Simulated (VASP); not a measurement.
# Al2ZnO4 (Gahnite) (Fd-3m) in VASP: a series of runs, part 3 of 3

VASP 6.6.1. The steps go on from the part before.

## Step 4: Relaxation of cell and atoms, r2SCAN

Input file INCAR:

```
PREC = Accurate
ENCUT = 600
EDIFF = 1E-6
ISMEAR = 0
SIGMA = 0.03
LREAL = F
LASPH = T
NELM = 80
ALGO = Normal
ISIF = 3
LWAVE = F
LCHARG = F
METAGGA = R2SCAN
LMIXTAU = T
IBRION = 2
NSW = 90
EDIFFG = -0.01
KPAR = 4
```

Input file KPOINTS:

```
Automatic mesh
0
Gamma
  6 6 6
```

Input file POSCAR:

```
Al2ZnO4
1.0
    0.0000000000      4.0427000000      4.0427000000
    4.0427000000      0.0000000000      4.0427000000
    4.0427000000      4.0427000000      0.0000000000
Al Zn O
4 2 8
Direct
    0.1250000000      0.1250000000      0.1250000000
    0.6250000000      0.1250000000      0.1250000000
    0.1250000000      0.1250000000      0.6250000000
    0.1250000000      0.6250000000      0.1250000000
    0.7500000000      0.7500000000      0.7500000000
    0.5000000000      0.5000000000      0.5000000000
    0.8894000000      0.8894000000      0.8894000000
    0.9182000000      0.3606000000      0.3606000000
    0.8894000000      0.8894000000      0.3318000000
    0.3606000000      0.9182000000      0.3606000000
    0.3318000000      0.8894000000      0.8894000000
    0.3606000000      0.3606000000      0.3606000000
    0.8894000000      0.3318000000      0.8894000000
    0.3606000000      0.3606000000      0.9182000000
```

Potentials or basis: VASP PAW PBE potentials, release 64 (Al, Zn, O).

Run with:

```console
> cat potpaw_PBE.64/Al/POTCAR potpaw_PBE.64/Zn/POTCAR potpaw_PBE.64/O/POTCAR > POTCAR
> mpirun -np 4 vasp_std > vasp.out
```

OUTCAR:

```text
PREC = Accurate
   ENCUT = 600
   EDIFF = 1E-6
   ISMEAR = 0
   LREAL = F
   LASPH = T
   NELM = 80
   ISIF = 3
   METAGGA = R2SCAN
   IBRION = 2
   NSW = 90
   EDIFFG = -0.01

 ion  position               nearest neighbor table
   1  0.125  0.125  0.125-   8 1.91  10 1.91  11 1.91  13 1.91   9 1.91  14 1.91   2 2.86   3 2.86
                             4 2.86   3 2.86   4 2.86   2 2.86
   2  0.625  0.125  0.125-   7 1.91  12 1.91  10 1.91   9 1.91  13 1.91  14 1.91   1 2.86   3 2.86
                             4 2.86   1 2.86   3 2.86   4 2.86
   3  0.125  0.125  0.625-   7 1.91  12 1.91  10 1.91  11 1.91   8 1.91  13 1.91   1 2.86   1 2.86
                             2 2.86   4 2.86   4 2.86   2 2.86
   4  0.125  0.625  0.125-   7 1.91  12 1.91   9 1.91  11 1.91   8 1.91  14 1.91   1 2.86   3 2.86
                             1 2.86   2 2.86   3 2.86   2 2.86
   5  0.750  0.750  0.750-   9 1.95  11 1.95  13 1.95   7 1.95
   6  0.500  0.500  0.500-   8 1.95  10 1.95  14 1.95  12 1.95
   7  0.889  0.889  0.889-   2 1.91   4 1.91   3 1.91   5 1.95
   8  0.918  0.361  0.361-   1 1.91   3 1.91   4 1.91   6 1.95
   9  0.889  0.889  0.332-   1 1.91   2 1.91   4 1.91   5 1.95
  10  0.361  0.918  0.361-   1 1.91   2 1.91   3 1.91   6 1.95
  11  0.332  0.889  0.889-   1 1.91   3 1.91   4 1.91   5 1.95
  12  0.361  0.361  0.361-   2 1.91   4 1.91   3 1.91   6 1.95
  13  0.889  0.332  0.889-   1 1.91   2 1.91   3 1.91   5 1.95
  14  0.361  0.361  0.918-   1 1.91   2 1.91   4 1.91   6 1.95

  LATTYP: Found a face centered cubic cell.
 ALAT       =     8.0854000000

  Lattice vectors:

 A1 = (   0.0000000000,   4.0427000000,   4.0427000000)
 A2 = (   4.0427000000,   0.0000000000,   4.0427000000)
 A3 = (   4.0427000000,   4.0427000000,   0.0000000000)

Analysis of symmetry for initial positions (statically):
=====================================================================
 Subroutine PRICEL returns:
 Original cell was already a primitive cell.

 Routine SETGRP: Setting up the symmetry group for a
 face centered cubic supercell.

 Subroutine GETGRP returns: Found 48 space group operations
 (whereof 24 operations were pure point group operations)
 out of a pool of 48 trial point group operations.

The static configuration has the point symmetry T_d .
 The point group associated with its full space group is O_h .

Analysis of symmetry for dynamics (positions and initial velocities):
=====================================================================
 Subroutine PRICEL returns:
 Original cell was already a primitive cell.

 Routine SETGRP: Setting up the symmetry group for a
 face centered cubic supercell.

 Subroutine GETGRP returns: Found 48 space group operations
 (whereof 24 operations were pure point group operations)
 out of a pool of 48 trial point group operations.

The dynamic configuration has the point symmetry T_d .
 The point group associated with its full space group is O_h .

 Subroutine INISYM returns: Found 48 space group operations
 (whereof 24 operations are pure point group operations),
 and found     1 'primitive' translations

----------------------------------------------------------------------------------------

                                     Primitive cell

  volume of cell :     132.1431

  direct lattice vectors                    reciprocal lattice vectors
     0.000000000  4.042700000  4.042700000    -0.123679719  0.123679719  0.123679719
     4.042700000  0.000000000  4.042700000     0.123679719 -0.123679719  0.123679719
     4.042700000  4.042700000  0.000000000     0.123679719  0.123679719 -0.123679719

  length of vectors
[... 55 lines left out ...]

 Subroutine IBZKPT returns following result:
 ===========================================

 Found     16 irreducible k-points:

 Following reciprocal coordinates:
            Coordinates               Weight
  0.000000  0.000000  0.000000      1.000000
  0.166667  0.000000  0.000000      8.000000
  0.333333  0.000000  0.000000      8.000000
  0.500000  0.000000  0.000000      4.000000
  0.166667  0.166667  0.000000      6.000000
  0.333333  0.166667  0.000000     24.000000
[... 8 lines left out ...]
 -0.333333  0.333333  0.166667     24.000000
 -0.333333  0.500000  0.166667     12.000000
   k-points           NKPTS =     16   k-points in BZ     NKDIM =     16   number of bands    NBANDS=     50
   number of dos      NEDOS =    301   number of ions     NIONS =     14
   total plane-waves  NPLWV = 110592
   dimension x,y,z NGX =    48 NGY =   48 NGZ =   48
   dimension x,y,z NGXF=    96 NGYF=   96 NGZF=   96
   ions per type =               4   2   8
   NGX,Y,Z   is equivalent  to a cutoff of  13.96, 13.96, 13.96 a.u.
   NGXF,Y,Z  is equivalent  to a cutoff of  27.91, 27.91, 27.91 a.u.
 SYSTEM =  unknown system
   PREC   = accura    normal or accurate (medium, high low for compatibility)
   ISTART =      0    job   : 0-new  1-cont  2-samecut
   ICHARG =      2    charge: 1-file 2-atom 10-const
   ISPIN  =      1    spin polarized calculation?
   LNONCOLLINEAR =      F non collinear calculations
   LSORBIT =      F    spin-orbit coupling
   LASPH  =      T    aspherical Exc in radial PAW
   ENCUT  =  600.0 eV  44.10 Ry    6.64 a.u.  11.42 11.42 11.42*2*pi/ulx,y,z
   NELM   =     80;   NELMIN=  2; NELMDL= -5     # of ELM steps
   EDIFF  = 0.1E-05   stopping-criterion for ELM
   LREAL  =      F    real-space projection
   EDIFFG = -.1E-01   stopping-criterion for IOM
   NSW    =     90    number of steps for IOM
   IBRION =      2    ionic relax: 0-MD 1-quasi-New 2-CG
   NFREE  =      1    steps in history (QN), initial steepest desc. (CG)
   ISIF   =      3    stress and relaxation
   ISYM   =      2    0-nonsym 1-usesym 2-fastsym
   POTIM  = 0.5000    time-step for ionic-motion
   TEBEG  =    0.0;   TEEND  =   0.0 temperature during run
   PSTRESS=    0.0 pullay stress
   NELECT =      84.0000    total number of electrons
   NUPDOWN=      -1.0000    fix difference up-down
   EMIN   =  10.00;   EMAX   =-10.00  energy-range for DOS
   EFERMI =   0.00;   METHOD = LEGACY
   ISMEAR =     0;   SIGMA  =   0.03  broadening in eV -4-tet -1-fermi 0-gaus
   EFERMI_NEDOS =   21; number of points for ismear=-14 and -15
   IALGO  =     38    algorithm
   IMIX   =      4    mixing-type and parameters
     AMIX     =   0.40;   BMIX     =  1.00
     AMIX_MAG =   1.60;   BMIX_MAG =  1.00
  volume/ion in A,a.u.               =       9.44        63.70
  Fermi-wavevector in a.u.,A,eV,Ry     =   1.407623  2.660022 26.958625  1.981403
  Thomas-Fermi vector in A             =   2.529864
   LORBIT       =      0    0 simple, 1 ext, 2 COOP (PROOUT), +10 PAW based schemes
   METAGGA = R2SCAN    functional components
   LHFCALC =     F    Hartree Fock is set to
   AEXX    =    0.0000 exact exchange contribution
   IVDW    =     0    specifies the selected vdW correction
   LEPSILON=     F    determine dielectric tensor
   LRPA    =     F    only Hartree local field effects (RPA)
 conjugate gradient relaxation of ions
 non-spin polarized calculation
 Gauss-broadening in eV      SIGMA  =   0.03
  energy-cutoff  :      600.00
  volume of cell :      132.14
 maximum number of plane-waves:      4477
 NGX is ok and might be reduce to    48
   NGX = 23   NGY = 23   NGZ = 23

--------------------------------------- Ionic step        1  -------------------------------------------

 number of electron      83.9999997 magnetization

 Free energy of the ion-electron system (eV)
  ---------------------------------------------------
  ext. energy  EPLUGINS =         0.00000000
  ---------------------------------------------------
  free energy    TOTEN  =      -133.52924488 eV

  energy without entropy =     -133.52924488  energy(sigma->0) =     -133.52924488

------------------------ aborting loop because EDIFF is reached ----------------------------------------

  FORCE on cell =-STRESS in cart. coord.  units (eV):
  Direction    XX          YY          ZZ          XY          YZ          ZX
  --------------------------------------------------------------------------------------
  -------------------------------------------------------------------------------------
  Total       -0.5042341     -0.5042341     -0.5042341      0.0000000     -0.0000000      0.0000000
  in kB       -6.1136171     -6.1136171     -6.1136171      0.0000000     -0.0000000      0.0000000
  external PRESSURE =      -6.1136171 kB  Pullay stress =       0.0000000 kB
[... 83 lines left out ...]
--------------------------------------- Ionic step        3  -------------------------------------------

 number of electron      83.9999992 magnetization

 Free energy of the ion-electron system (eV)
  ---------------------------------------------------
  ext. energy  EPLUGINS =         0.00000000
  ---------------------------------------------------
  free energy    TOTEN  =      -133.53052515 eV

  energy without entropy =     -133.53052515  energy(sigma->0) =     -133.53052515

 E-fermi :   4.1435     XC(G=0): -12.0631

 val. band max:        3.9992749758   @ k =   0.0000   0.0000   0.0000
 cond. band min:       8.7924830881   @ k =   0.0000   0.0000   0.0000
 fundamental gap:      4.7932081123
 Fermi energy:         4.1434635198

 k-point     1 :       0.0000    0.0000    0.0000
  band No.  band energies     occupation
      1     -16.1203      2.00000
      2     -14.6581      2.00000
      3     -14.0662      2.00000
      4     -14.0662      2.00000
      5     -14.0662      2.00000
      6     -13.7141      2.00000
[... 878 lines left out ...]
  FREE ENERGIE OF THE ION-ELECTRON SYSTEM (eV)
  ---------------------------------------------------
  free  energy   TOTEN  =      -133.5305251483 eV

  energy  without entropy=     -133.5305251483  energy(sigma->0) =     -133.53052515

 reached required accuracy - stopping structural energy minimisation
```

Wall time 4.7 min (4 MPI ranks of Intel Xeon Platinum 8488C (Sapphire Rapids), shared host); peak memory 0.43 GiB.

What came out:

```
Free energy                            : -133.5305 eV
Relaxed volume                         : 9.40 Å³/atom
Relaxed cell                           : a = 5.710 Å, b = 5.710 Å, c = 5.710 Å, α = 60.00°, β = 60.00°, γ = 60.00°
Space group after relaxing (to 0.05 Å) : Fd-3m (No. 227)
Energy gained by relaxing              : 0.1 meV/atom
Ionic steps                            : 3
Pressure after relaxing                : 0.2 GPa
Largest force after relaxing           : 0.008 eV/Å
Band gap on the k mesh                 : 4.79 eV, direct
```

Forces in eV/Å, atoms in the order of the input:
```
Al   0.000  0.000  0.000
Al   0.000  0.000  0.000
Al   0.000  0.000  0.000
Al   0.000  0.000  0.000
Zn   0.000  0.000  0.000
Zn   0.000  0.000  0.000
O   -0.004 -0.004 -0.004
O    0.004 -0.004 -0.004
O    0.004  0.004 -0.004
O   -0.004  0.004 -0.004
O   -0.004  0.004  0.004
O    0.004  0.004  0.004
O    0.004 -0.004  0.004
O   -0.004 -0.004  0.004
```

Step by step:
```
step  energy change (eV)  largest force (eV/Å)  pressure (GPa)  volume (Å³)
   1              0.0000                0.0400           -0.61       132.14
   2             -0.0010                0.0052            0.45       131.46
   3             -0.0013                0.0077            0.16       131.65
```

Final structure:
```
CELL_PARAMETERS angstrom
0.00000 4.03767 4.03767
4.03767 0.00000 4.03767
4.03767 4.03767 0.00000
ATOMIC_POSITIONS crystal
Al 0.12500 0.12500 0.12500
Al 0.62500 0.12500 0.12500
Al 0.12500 0.12500 0.62500
Al 0.12500 0.62500 0.12500
Zn 0.75000 0.75000 0.75000
Zn 0.50000 0.50000 0.50000
O 0.88930 0.88930 0.88930
O 0.91790 0.36070 0.36070
O 0.88930 0.88930 0.33210
O 0.36070 0.91790 0.36070
O 0.33210 0.88930 0.88930
O 0.36070 0.36070 0.36070
O 0.88930 0.33210 0.88930
O 0.36070 0.36070 0.91790
```

Caveat: the PAW data sets were made with another functional, which shifts forces and pressure a little. r2SCAN opens gaps a little over a GGA but as a rule still falls short of measured ones.

## Step 5: Relaxation of cell and atoms, r2SCAN

This run uses another cell than the first one, of 9.40 Å³/atom, 0.996 times its volume.

Edit INCAR of step 4 so:

```diff
@@ -2,3 +2,3 @@
 ENCUT = 600
-EDIFF = 1E-6
+EDIFF = 1E-7
 ISMEAR = 0
@@ -16,3 +16,3 @@
 NSW = 90
-EDIFFG = -0.01
+EDIFFG = -0.005
 KPAR = 4
```

KPOINTS is that of step 4.

Input file POSCAR:

```
Al2ZnO4                                 
1.0
    0.0000000000      4.0376704219      4.0376704219
    4.0376704219     -0.0000000000      4.0376704219
    4.0376704219      4.0376704219     -0.0000000000
  Al              Zn              O             
     4     2     8
Direct
     0.1250000000000000    0.1250000000000000    0.1250000000000000
     0.6250000000000000    0.1250000000000000    0.1250000000000000
     0.1250000000000000    0.1250000000000000    0.6250000000000000
     0.1250000000000000    0.6250000000000000    0.1250000000000000
     0.7500000000000000    0.7500000000000000    0.7500000000000000
     0.5000000000000000    0.5000000000000000    0.5000000000000000
     0.8893014182320854    0.8893014182320854    0.8893014182320854
     0.9179042546962489    0.3606985817679146    0.3606985817679146
     0.8893014182320854    0.8893014182320854    0.3320957453037511
     0.3606985817679146    0.9179042546962489    0.3606985817679146
     0.3320957453037511    0.8893014182320854    0.8893014182320854
     0.3606985817679146    0.3606985817679146    0.3606985817679146
     0.8893014182320854    0.3320957453037511    0.8893014182320854
     0.3606985817679146    0.3606985817679146    0.9179042546962489
```

Run with:

```console
> cat potpaw_PBE.64/Al/POTCAR potpaw_PBE.64/Zn/POTCAR potpaw_PBE.64/O/POTCAR > POTCAR
> mpirun -np 4 vasp_std > vasp.out
```

Run time: 5.6 min. Hardware: 4 MPI ranks of Intel Xeon Platinum 8488C (Sapphire Rapids), shared host; peak memory 0.44 GiB.

It converged, with:

| Item | Value |
| --- | --- |
| Free energy | -133.5287 eV |
| Relaxed volume | 9.41 Å³/atom |
| Relaxed cell | a = 5.711 Å, b = 5.711 Å, c = 5.711 Å, α = 60.00°, β = 60.00°, γ = 60.00° |
| Space group after relaxing (to 0.05 Å) | Fd-3m (No. 227) |
| Energy gained by relaxing | 0.0 meV/atom |
| Ionic steps | 3 |
| Pressure after relaxing | 0.0 GPa |
| Band gap on the k mesh | 4.79 eV, direct |

Final structure:
```
Al Zn O
1.0
     0.00000    4.03857    4.03857
     4.03857    0.00000    4.03857
     4.03857    4.03857    0.00000
Al Zn O
4 2 8
Direct
  0.12500 0.12500 0.12500
  0.62500 0.12500 0.12500
  0.12500 0.12500 0.62500
  0.12500 0.62500 0.12500
  0.75000 0.75000 0.75000
  0.50000 0.50000 0.50000
  0.88929 0.88929 0.88929
  0.91787 0.36071 0.36071
  0.88929 0.88929 0.33214
  0.36071 0.91787 0.36071
  0.33214 0.88929 0.88929
  0.36071 0.36071 0.36071
  0.88929 0.33214 0.88929
  0.36071 0.36071 0.91787
```

Levels at points of the mesh, in eV from the valence-band top:
| k point | band 39 | band 40 | band 41 | band 42 | band 43 | band 44 | band 45 | band 46 |
| --- | --- | --- | --- | --- | --- | --- | --- | --- |
| (0.00, 0.00, 0.00) | -0.49 | 0.00 | 0.00 | 0.00 | 4.79 | 8.18 | 8.60 | 8.60 |
| (0.50, 0.00, 0.00) | -0.41 | -0.41 | -0.30 | -0.30 | 6.95 | 7.20 | 9.34 | 9.60 |
| (0.50, 0.50, 0.00) | -0.73 | -0.73 | -0.53 | -0.53 | 7.64 | 7.64 | 9.74 | 9.74 |

Caveat: the PAW data sets were made with another functional, which shifts forces and pressure a little.
